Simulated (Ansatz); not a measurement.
# Diamond (Fd-3m, 2 atoms a cell): a band-gap study from PBE to G0W0 at the band limit

Wanted: the gap of Diamond (Fd-3m, 2 atoms a cell) by functionals, hybrids and G0W0, carried to the basis limit, with what remains uncertain.

Method: density functionals, hybrids, G0W0, plane waves, PAW, in Ansatz 0.2.0.

**The experiments to reproduce.**

- Gap 5.5 eV: band gap, experimental literature value; bulk crystal (quoted in “Fermi level pinning by defects can explain the large reported carbon 1s binding energy variations in diamond”, 2019, arxiv:1902.02958).

- Gap 5.47 eV: experimental band gap used as input; bulk crystal (quoted in “Enhanced Electron Emission Performance and Air‐Surface Stability in ScO‐Terminated Diamond for Thermionic Energy Converters”, 2024, pmc:11600692).

This is a report of a sequence of runs, with most program output left out.

In doubt: masses and optical values from hybrid runs of this build are listed as unsure (step 13), which bears on the screening that GW takes from such a start.

## 1. The structure

The structure is cubic, space group Fd-3m (No. 227). Conventional cell: a = 3.567 Å, b = 3.567 Å, c = 3.567 Å, α = 90.00°, β = 90.00°, γ = 90.00°. C has 4 C at 1.54 Å nearest.

The cell and positions come from the Crystallography Open Database and are kept as given unless a step says otherwise.

## 2. PBE bands

Levels along a band path, at the cheap level, show where the edges lie and whether the meshes to come will hold them.

This step: DFT, PBE, plane waves, PAW; PAW set soft_1.

Contents of input.yaml:

```yaml
crystal:
  lattice:
    - [0.0, 1.78337, 1.78337]
    - [1.78337, 0.0, 1.78337]
    - [1.78337, 1.78337, 0.0]
  atoms:
    - { symbol: C, position: [0.0, 0.0, 0.0] }
    - { symbol: C, position: [0.25, 0.25, 0.25] }
kpoints:
  mp_grid: { grid: [12, 12, 12] }
  band_path:
    path:
      - [[0.0, 0.0, 0.0], [0.5, 0.0, 0.5], [0.625, 0.25, 0.625]]
      - [[0.375, 0.375, 0.75], [0.0, 0.0, 0.0], [0.5, 0.5, 0.5], [0.5, 0.25, 0.75], [0.5, 0.0, 0.5]]
    npoints: 10
hamiltonian:
  xc: pbe
  pseudopotentials: { kind: paw, azcp: { folder: soft_1 } }
scf:
  occupations: { method: fermi_dirac, width: 0.02 }
  n_extra_bands: 4
output:
  eigenvalues: true
  forces: true
  stress: true
  write_density: true
  write_potential: true
  elf: true
  volumetric_format: npy
```

Command:

```bash
ansatz run input.yaml --threads 3 --pin off --max-ram 92160MiB --backend cuda --events-out ev --progress --plain --runs-dir out --devices 1 --max-vram 13GiB
```

Run time: 12 s. Hardware: 1 × NVIDIA H100 80GB HBM3 (shared by 6 runs) with 3 threads of AMD EPYC 7R13 (Zen 3), shared host; peak memory 0.88 GiB.

Numbers from this step:

- pressure: 1.794 GPa
- filled bands: 4
- gap: 4.141 eV
- valence top at: Γ
- conduction bottom at: k = (0.350, 0.000, 0.350)
- least direct gap: 5.592 eV

The gap is indirect, with the least direct gap 1.45 eV higher.

Electronic bands along the path, in eV, zero at the top of the highest nominally filled band; v1 is the highest filled band, c1 the lowest empty one:

```tsv
point	v4	v3	v2	v1	c1	c2	c3	c4
Γ	-21.49	0.00	0.00	0.00	5.59	5.59	5.59	13.25
halfway	-19.20	-4.52	-4.13	-4.13	4.45	10.23	11.58	11.58
X	-12.77	-12.77	-6.31	-6.31	4.77	4.77	16.78	16.78
halfway	-12.69	-12.51	-7.57	-6.07	5.00	6.67	16.09	16.43
U	-12.98	-11.74	-9.32	-5.37	5.68	10.73	14.35	15.59
jump to K	-12.98	-11.74	-9.32	-5.37	5.68	10.73	14.35	15.59
halfway	-18.93	-6.51	-5.57	-1.75	8.15	8.63	10.04	13.61
Γ	-21.49	0.00	0.00	0.00	5.59	5.59	5.59	13.25
halfway	-19.77	-6.59	-1.75	-1.75	7.79	7.79	8.13	14.58
L	-15.71	-13.38	-2.81	-2.81	8.47	8.47	8.82	15.66
halfway	-14.70	-12.37	-6.32	-4.69	8.30	9.44	13.02	14.84
W	-11.98	-11.98	-8.33	-8.33	10.62	10.62	12.29	12.29
halfway	-12.43	-12.43	-7.32	-7.32	6.87	6.87	15.54	15.54
X	-12.77	-12.77	-6.31	-6.31	4.77	4.77	16.78	16.78
```

ELF in the ac plane of a cell with a along [110], b along [-110] and c along [001] of the cube at fractional y = 0.000, with atoms of C within 0.2 Å of it. It is the smooth field of the valence electrons, not physical close to the nuclei.

Ten even steps from '_' (0.03) to '@' (0.89), each cell a mean:
```
__::++**++--..__::++**++--..
--++++::--++==--++++::--++==
##@@##::==@@%%##@@##::==@@%%
==%%@@##%%@@**==%%@@##%%@@**
..++**==++**::..++**==++**::
++++--__..==++++++--__..==++
++--______::==++--______::==
..____________..____________
____..--::..______..--::..__
```
Columns run along a (5.0 Å), rows up along c (3.6 Å), edges of the conventional cell, whose origin can differ from the input's. Atoms in or near the plane, at fractional coordinates: C at (0.00, 0.50), C at (0.50, 0.50), C at (0.25, 0.75), C at (0.75, 0.75).

Valence density in the ac plane of a cell with a along [110], b along [-110] and c along [001] of the cube at fractional y = 0.000, with atoms of C within 0.2 Å of it. It is the smooth field of the valence electrons, not physical close to the nuclei.

Values in e/Å³, 9 rows by 14 columns, each cell a mean:
```
0.1 0.3 0.7 1.1 0.9 0.4 0.2 0.1 0.3 0.7 1.1 0.9 0.4 0.2
0.3 0.6 1.3 1.6 1.5 0.9 0.4 0.3 0.6 1.3 1.6 1.5 0.9 0.4
1.0 1.2 1.7 1.7 1.8 1.4 1.0 1.0 1.2 1.7 1.7 1.8 1.4 1.0
1.7 1.7 1.4 1.3 1.3 1.6 1.7 1.7 1.7 1.4 1.3 1.3 1.6 1.7
1.6 1.4 0.8 0.5 0.6 1.1 1.6 1.6 1.4 0.8 0.5 0.6 1.1 1.6
1.4 0.9 0.4 0.2 0.2 0.6 1.2 1.4 0.9 0.4 0.2 0.2 0.6 1.2
0.6 0.4 0.2 0.1 0.1 0.3 0.5 0.6 0.4 0.2 0.1 0.1 0.3 0.5
0.2 0.2 0.1 0.1 0.1 0.2 0.2 0.2 0.2 0.1 0.1 0.1 0.2 0.2
0.1 0.2 0.3 0.4 0.3 0.2 0.1 0.1 0.2 0.3 0.4 0.3 0.2 0.1
```
Columns run along a (5.0 Å), rows up along c (3.6 Å), edges of the conventional cell, whose origin can differ from the input's. Atoms in or near the plane, at fractional coordinates: C at (0.00, 0.50), C at (0.50, 0.50), C at (0.25, 0.75), C at (0.75, 0.75).

## 3. LDA

A second semilocal functional shows how much of the gap hangs on that choice alone.

This step: DFT, LDA, plane waves, PAW; PAW set soft_1.

input.yaml, the sections that differ from step 2:

```yaml
kpoints:
  mp_grid: { grid: [12, 12, 12] }
  band_path:
    path:
      - [0.0, 0.0, 0.0]
      - [0.5, 0.0, 0.5]
      - [0.625, 0.25, 0.625]
      - [0.375, 0.375, 0.75]
      - [0.5, 0.5, 0.5]
      - [0.5, 0.25, 0.75]
      - [0.35, 0.0, 0.35]
    npoints: 1
hamiltonian:
  xc: lda
  pseudopotentials: { kind: paw, azcp: { folder: soft_1 }, xc_functional: pbe }
scf:
  occupations: { method: fixed }
  n_extra_bands: 4
# crystal, output: as in step 2
```

Elapsed: 9.5 s, on 1 × NVIDIA H100 80GB HBM3 (shared by 6 runs) with 3 threads; peak memory 0.83 GiB; 6.2 s of CPU time.

Numbers from this step:

```
pressure             : -13.20 GPa
gap                  : 4.109 eV
valence top at       : Γ
conduction bottom at : k = (0.350, 0.000, 0.350)
least direct gap     : 5.539 eV
```

The gap stands −0.03 eV against PBE.

## 4. r2SCAN

The meta-GGA depends on the orbitals through the kinetic-energy density, which usually opens the gap somewhat.

This step: DFT, r2SCAN, plane waves, PAW; PAW set soft_1.

Edit input.yaml of step 3 so:

```diff
@@ -21,4 +21,4 @@
 hamiltonian:
-  xc: lda
-  pseudopotentials: { kind: paw, azcp: { folder: soft_1 }, xc_functional: pbe }
+  xc: r2scan
+  pseudopotentials: { kind: paw, azcp: { folder: soft_1 } }
 scf:
@@ -30,5 +30 @@
   stress: true
-  write_density: true
-  write_potential: true
-  elf: true
-  volumetric_format: npy
```

Elapsed: 12 s, on 1 × NVIDIA H100 80GB HBM3 (shared by 6 runs) with 3 threads; peak memory 0.88 GiB; 10 s of CPU time.

This step gave:

| Property | Result |
| --- | --- |
| pressure | -2.420 GPa |
| gap | 4.351 eV |
| valence top at | Γ |
| conduction bottom at | k = (0.350, 0.000, 0.350) |
| least direct gap | 5.878 eV |

The gap stands +0.21 eV against PBE.

## 5. HSE06

HSE06 mixes in a quarter of exact exchange at short range. Exchange couples all pairs of k points, which makes a full band path dear, so levels are read on the mesh and at chosen points.

This step: DFT, HSE06, plane waves, PAW; PAW set soft_1.

Edit input.yaml of step 4 so:

```diff
@@ -9,3 +9,3 @@
 kpoints:
-  mp_grid: { grid: [12, 12, 12] }
+  mp_grid: { grid: [8, 8, 8] }
   band_path:
@@ -21,3 +21,3 @@
 hamiltonian:
-  xc: r2scan
+  xc: hse06
   pseudopotentials: { kind: paw, azcp: { folder: soft_1 } }
@@ -28,3 +28 @@
   eigenvalues: true
-  forces: true
-  stress: true
```

Elapsed: 14 s, on 1 × NVIDIA H100 80GB HBM3 (shared by 6 runs) with 3 threads; peak memory 1 GiB; 9.8 s of CPU time.

Numbers from this step:

| Item | Value |
| --- | --- |
| gap | 5.289 eV |
| valence top at | Γ |
| conduction bottom at | k = (0.000, 0.375, 0.375) |
| least direct gap | 6.976 eV |

The gap stands +1.15 eV against PBE.

## 6. PBE0

PBE0 keeps its quarter of exact exchange at all distances, which suits crystals with ε∞ near 4 best.

This step: DFT, PBE0, plane waves, PAW; PAW set soft_1.

Edit input.yaml of step 5 so:

```diff
@@ -21,3 +21,3 @@
 hamiltonian:
-  xc: hse06
+  xc: pbe0
   pseudopotentials: { kind: paw, azcp: { folder: soft_1 } }
@@ -28 +28,5 @@
   eigenvalues: true
+  write_density: true
+  write_potential: true
+  elf: true
+  volumetric_format: npy
```

Wall time 30 s (1 × NVIDIA H100 80GB HBM3 (shared by 6 runs) with 3 threads); peak memory 1 GiB.

Numbers from this step:

```yaml
gap: 6.037 eV
valence_top_at: Γ
conduction_bottom_at: k = (0.000, 0.375, 0.375)
least_direct_gap: 7.701 eV
```

The gap stands +1.90 eV against PBE.

## 7. DDH-PBE0

Here the share of exact exchange is set once to one over ε∞ of the semilocal ground state, the screening that GW applies at long range.

This step: DFT, dielectric-dependent PBE0 (fraction 1/eps_inf of PBE), plane waves, PAW; PAW set soft_1.

input.yaml, the sections that differ from step 6:

```yaml
crystal:
  lattice:
    - [0.0, 1.78337, 1.78337]
    - [1.78337, 0.0, 1.78337]
    - [1.78337, 1.78337, 0.0]
  atoms:
    - { symbol: C, position: [0.0, 0.0, 0.0] }
    - { symbol: C, position: [0.25, 0.25, 0.25] }
  host: atoms
hamiltonian:
  xc:
    exchange: pbe
    correlation: pbe
    exx: { coeff: inverse_dielectric }
  pseudopotentials: { kind: paw, azcp: { folder: soft_1 } }
output:
  eigenvalues: true
# kpoints, scf: as in step 6
```

Run time: 26 s. Hardware: 1 × NVIDIA H100 80GB HBM3 (shared by 6 runs) with 3 threads; peak memory 1.1 GiB.

This step gave:

```
gap                     : 5.432 eV
valence top at          : Γ
conduction bottom at    : k = (0.000, 0.375, 0.375)
least direct gap        : 7.026 eV
exact-exchange fraction : 0.1711
```

The gap stands +1.29 eV against PBE; the share of exchange is 0.171, one over an ε∞ of 5.8.

## 8. Dielectric tensor

ε∞ sets how strongly the crystal screens. Perturbation theory gives it with local fields and without a sum over empty bands.

This step: dielectric response by perturbation theory, PBE, plane waves, PAW; PAW set soft_1.

Contents of input.yaml:

```yaml
crystal:
  lattice:
    - [0.0, 1.78337, 1.78337]
    - [1.78337, 0.0, 1.78337]
    - [1.78337, 1.78337, 0.0]
  atoms:
    - { symbol: C, position: [0.0, 0.0, 0.0] }
    - { symbol: C, position: [0.25, 0.25, 0.25] }
kpoints:
  mp_grid: { grid: [10, 10, 10] }
hamiltonian:
  xc: pbe
  pseudopotentials: { kind: paw, azcp: { folder: soft_1 } }
scf:
  occupations: { method: fixed }
dielectric: {}
```

The job ended after 16 s (1 × NVIDIA H100 80GB HBM3 (shared by 6 runs) with 3 threads; peak memory 0.97 GiB).

Numbers from this step:

```
stated error of ε∞ : 0.016
```

One over ε∞ averages 0.17, somewhat under the quarter of exact exchange in PBE0.

High-frequency dielectric tensor:

```
5.84 0.00 0.00
0.00 5.84 0.00
0.00 0.00 5.84
```

## 9. G0W0, 8×8×8 mesh, 12 empty bands, screening to 60 eV, PAW set soft_1 files

Now the one-shot GW correction: screening in the RPA, then the self-energy of the levels asked for. This step takes PAW set soft_1 files.

This step: G0W0 on PBE, plane waves, PAW; PAW set soft_1.

input.yaml, the sections that differ from step 8:

```yaml
kpoints:
  mp_grid: { grid: [8, 8, 8] }
gw:
  n_empty_bands: 12
  ecut_chi: 60
  qp_bands: [v2, c2]
  qp_kpoints: band_edges
  screening: { model: contour_deformation }
# crystal, hamiltonian, scf: as in step 8
# dielectric: removed
```

The job ended after 17 s (1 × NVIDIA H100 80GB HBM3 (shared by 6 runs) with 3 threads; peak memory 0.93 GiB; 15 s of CPU time).

Numbers from this step:

```yaml
bands_summed: 16
rpa_eps_infinity_on_this_mesh_eigenvalues: 5.847, 5.847, 5.847
plane_waves_in_the_screening_matrix: 15
g0w0_gap_on_the_mesh: 5.062 eV
k_of_the_valence_top: 0, 0, 0
k_of_the_conduction_bottom: 0, 0.375, 0.375
starting_gap_on_the_mesh: 4.141 eV
least_direct_g0w0_gap_on_the_computed_points: 7.098 eV
```

The gap on the mesh goes from 4.14 eV to 5.06 eV, a correction of +0.92 eV. Between the two edge states, bare exchange in place of the xc potential would open the gap by 7.80 eV, and correlation takes back 6.88 eV.

## 10. G0W0, 8×8×8 mesh, 33 empty bands, screening to 120 eV, PAW set soft_1 files

Bands and screening cutoff are moved together, since each hides the error of the other.

Edit input.yaml of step 9 so:

```diff
@@ -16,4 +16,4 @@
 gw:
-  n_empty_bands: 12
-  ecut_chi: 60
+  n_empty_bands: 33
+  ecut_chi: 120
   qp_bands: [v2, c2]
```

The job ended after 14 s (1 × NVIDIA H100 80GB HBM3 (shared by 6 runs) with 3 threads; peak memory 0.96 GiB; 11 s of CPU time).

Numbers from this step:

```yaml
bands_summed: 37
rpa_eps_infinity_on_this_mesh_eigenvalues: 5.772, 5.772, 5.772
plane_waves_in_the_screening_matrix: 27
g0w0_gap_on_the_mesh: 5.330 eV
k_of_the_valence_top: 0, 0, 0
k_of_the_conduction_bottom: 0, 0.375, 0.375
starting_gap_on_the_mesh: 4.141 eV
least_direct_g0w0_gap_on_the_computed_points: 7.228 eV
```

Against the run with 8×8×8 mesh, 12 empty bands, screening to 60 eV, PAW set soft_1 files, the gap moves by +0.27 eV.

## 11. G0W0, 8×8×8 mesh, 72 empty bands, screening to 200 eV, PAW set soft_1 files

Edit input.yaml of step 10 so:

```diff
@@ -16,4 +16,4 @@
 gw:
-  n_empty_bands: 33
-  ecut_chi: 120
+  n_empty_bands: 72
+  ecut_chi: 200.0
   qp_bands: [v2, c2]
```

Run time: 17 s. Hardware: 1 × NVIDIA H100 80GB HBM3 (shared by 6 runs) with 3 threads; peak memory 0.96 GiB; 13 s of CPU time.

This step gave:

```yaml
bands_summed: 76
rpa_eps_infinity_on_this_mesh_eigenvalues: 5.608, 5.608, 5.608
plane_waves_in_the_screening_matrix: 65
q_points_in_the_mesh: 512
g0w0_gap_on_the_mesh: 5.472 eV
k_of_the_valence_top: 0, 0, 0
k_of_the_conduction_bottom: 0, 0.375, 0.375
starting_gap_on_the_mesh: 4.141 eV
z_at_the_valence_top: 0.8276
z_at_the_conduction_bottom: 0.8391
least_direct_g0w0_gap_on_the_computed_points: 7.338 eV
```

Against the run with 8×8×8 mesh, 33 empty bands, screening to 120 eV, PAW set soft_1 files, the gap moves by +0.14 eV.

Limits: finite bands, cutoff and mesh. v1 is the top filled band, c1 the lowest empty one. Levels before and after the correction, in eV, zero at the valence-band top of each column:

```tsv
	conduction bottom	valence top
Kohn-Sham	4.14	0.00
G0W0	5.47	0.00
```

```tsv
	level	occupation	energy (eV)
Kohn-Sham	Γ v2-v1	2	0.000
Kohn-Sham	Γ c1-c2	0	5.592
Kohn-Sham	(0 0.375 0.375) v2-v1	2	-5.748
Kohn-Sham	(0 0.375 0.375) c1	0	4.141
Kohn-Sham	(0 0.375 0.375) c2	0	6.733
G0W0	Γ v2-v1	2	0.000
G0W0	Γ c1-c2	0	7.338
G0W0	(0 0.375 0.375) v2-v1	2	-6.103
G0W0	(0 0.375 0.375) c1	0	5.472
G0W0	(0 0.375 0.375) c2	0	8.056
```

How the two edges are built up, in eV (the quasiparticle level is the starting level plus Σx plus Σc less Vxc):

```tsv
run	edge	start	Σx	Σc	Vxc	Z	QP
16 bands	valence top	13.35	-20.09	2.70	-17.77	0.84	13.73
16 bands	conduction bottom	17.49	-9.61	-4.18	-15.09	0.85	18.79
37 bands	valence top	13.35	-20.09	1.94	-17.77	0.83	12.96
37 bands	conduction bottom	17.49	-9.61	-4.67	-15.09	0.84	18.29
76 bands	valence top	13.35	-20.09	1.55	-17.77	0.83	12.58
76 bands	conduction bottom	17.49	-9.61	-4.92	-15.09	0.84	18.05
```

## 12. G0W0@PBE, 6×6×6 mesh, 33 empty bands, screening to 120 eV, PAW set soft_1 files

A second mesh at equal bands and cutoff isolates the sampling error. Bands and cutoff differ from the step before, so it is read against an earlier run that matches them.

Edit input.yaml of step 11 so:

```diff
@@ -9,3 +9,3 @@
 kpoints:
-  mp_grid: { grid: [8, 8, 8] }
+  mp_grid: { grid: [6, 6, 6] }
 hamiltonian:
@@ -16,4 +16,4 @@
 gw:
-  n_empty_bands: 72
-  ecut_chi: 200.0
+  n_empty_bands: 33
+  ecut_chi: 120
   qp_bands: [v2, c2]
```

Elapsed: 9.9 s, on 1 × NVIDIA H100 80GB HBM3 (shared by 6 runs) with 3 threads; peak memory 0.96 GiB; 4.8 s of CPU time.

Numbers from this step:

```yaml
bands_summed: 37
rpa_eps_infinity_on_this_mesh_eigenvalues: 6.009, 6.009, 6.009
plane_waves_in_the_screening_matrix: 27
g0w0_gap_on_the_mesh: 5.389 eV
k_of_the_valence_top: 0, 0, 0
k_of_the_conduction_bottom: 0, 0.3333, 0.3333
starting_gap_on_the_mesh: 4.159 eV
least_direct_g0w0_gap_on_the_computed_points: 7.232 eV
```

Against the run with 8×8×8 mesh, 33 empty bands, screening to 120 eV, PAW set soft_1 files, the gap moves by +0.06 eV. A band edge is found at another k point on this mesh.

## 13. G0W0@HSE06, 8×8×8 mesh, 33 empty bands, screening to 120 eV, PAW set soft_1 files

The same correction from a different start measures what one shot leaves open.

This step: G0W0 on HSE06, plane waves, PAW; PAW set soft_1.

Edit input.yaml of step 12 so:

```diff
@@ -9,5 +9,5 @@
 kpoints:
-  mp_grid: { grid: [6, 6, 6] }
+  mp_grid: { grid: [8, 8, 8] }
 hamiltonian:
-  xc: pbe
+  xc: hse06
   pseudopotentials: { kind: paw, azcp: { folder: soft_1 } }
```

The job ended after 33 s (1 × NVIDIA H100 80GB HBM3 (shared by 6 runs) with 3 threads; peak memory 1.1 GiB).

This step gave:

| Item | Value |
| --- | --- |
| bands summed | 37 |
| RPA ε∞ on this mesh (eigenvalues) | 4.994, 4.994, 4.994 |
| plane waves in the screening matrix | 27 |
| G0W0 gap on the mesh | 5.734 eV |
| k of the valence top | 0, 0, 0 |
| k of the conduction bottom | 0, 0.375, 0.375 |
| starting gap on the mesh | 5.289 eV |
| least direct G0W0 gap on the computed points | 7.695 eV |

Against the run with 8×8×8 mesh, 33 empty bands, screening to 120 eV, PAW set soft_1 files on PBE, the gap moves by +0.40 eV, while the start moved by +1.15 eV.

(Continued in part 2 of 2.)

[Paths, hosts, dates, memory and timing lines, banners, echoed tables and standing remarks are left out of the program output.]

[Logs are printed without paths, hosts, clocks, repeated set-up lines and the standing remarks that a program may print on its own settings, such as how far it seeks lower states.]

[Runs of the session that timed out or met a known fault of the program may be left out.]

[Cells called generated may have been cut or substituted from an entry of the Crystallography Open Database or the Materials Project.]

[Hosts, paths, dates, database ids (printed as entryN), source tags and the programs' standing remarks are cut or masked in the printed files.]
